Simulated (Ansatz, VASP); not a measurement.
## One calculation of MoP, two programs

```xyz
6
Lattice="3.2062 0.0000 0.0000 -1.6031 2.7767 0.0000 0.0000 0.0000 24.9353" Properties=species:S:1:pos:R:3 pbc="T T T"
P     0.0000    1.8511    8.5000
P     0.0000    1.8511   11.6741
P     0.0000    1.8511   14.9133
Mo    0.0000    0.0000   10.0871
Mo    0.0000    0.0000   13.2524
Mo    0.0000    0.0000   16.3134
```

Alike in both runs: functional PBEsol; k mesh 9 × 9 × 1; occupations gaussian, width 0.1 eV; no spin polarisation.

Ansatz relaxed the structure, and its values are those at the end. VASP's run is a single point on that final structure, the one shown.

|  | VASP | Ansatz |
| --- | --- | --- |
| version | VASP 6.6.1 | Ansatz 0.2.0 |
| potentials or method | VASP PAW PBE potentials, release 64 (P, Mo_sv) | scalar-relativistic, plane waves, PAW |
| plane-wave cutoff (eV) | 520 | 420 |
| valence electrons in the cell | 57 | 57 |

VASP gave:

| Property | Result |
| --- | --- |
| gap on the k mesh at the Fermi level (eV) | none |
| rms of the force components (eV/Å) | 0.145 |

Problem. What did Ansatz give for the same quantities?

Solution. gap on the k mesh at the Fermi level (eV): none; rms of the force components (eV/Å): 0.143.

A gap of «none» marks a metal or a gap that the smearing closes. Ansatz warned: «xc_potential_rough_in_thin_density».

Caveats: the PAW data sets were made with another functional, which shifts forces and pressure a little (VASP).
